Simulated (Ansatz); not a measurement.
Crystal: BaTiO3.

```
Ba Ti O
1.0
     3.99980    0.00000    0.00000
     0.00000    3.99980    0.00000
     0.00000    0.00000    4.01800
Ba Ti O
1 1 3
Direct
  0.00000 0.00000 0.00000
  0.50000 0.50000 0.49000
  0.00000 0.50000 0.51700
  0.50000 0.00000 0.51700
  0.50000 0.50000 0.01900
```

Base run:

```yaml
Program: Ansatz 0.2.0
Functional: PBE
Potentials_or_basis: Ansatz PAW
Cutoff: 300 eV
Density_cutoff: 1200 eV
k_mesh: 7 × 7 × 7
Occupations: fermi-dirac, width 0.05 eV
Spin: no spin polarisation
```

Its results: band gap on the k mesh 1.89 eV, indirect (least direct gap 2.05 eV); pressure 1.8 GPa; largest force 0.510 eV/Å.

Task: After a change of settings the same cell gave: band gap on the k mesh 1.93 eV, indirect (least direct gap 2.04 eV); pressure 2.4 GPa; largest force 0.310 eV/Å. Which change was it?
A. functional from PBE to revPBE; cutoff from 300 eV to 420 eV (not typed: the program's choice for these potentials)
B. functional from PBE to r2SCAN; cutoff from 300 eV to 500 eV (not typed: the program's choice for these potentials); spin from no spin polarisation to spin-orbit coupling, no magnetisation; potential files from those of the base run to others of the same set
C. cutoff from 300 eV to 420 eV (not typed: the program's choice for these potentials); spin from no spin polarisation to spin-orbit coupling, no magnetisation; potential files from those of the base run to others of the same set

Result: C.

Caveats: odd divisions of the mesh miss points on the zone boundary, where band edges often lie, so the gap on the mesh can be too wide (some runs); the pressure holds a Pulay correction of +24.2 GPa for the finite cutoff (some runs); spin-orbit coupling is left out, which moves the levels of the heavy elements (some runs); the cutoff lies under the one recommended for these potentials (some runs); the k mesh misses the band edges, so the gap on the mesh is wider than the one along the path (some runs).
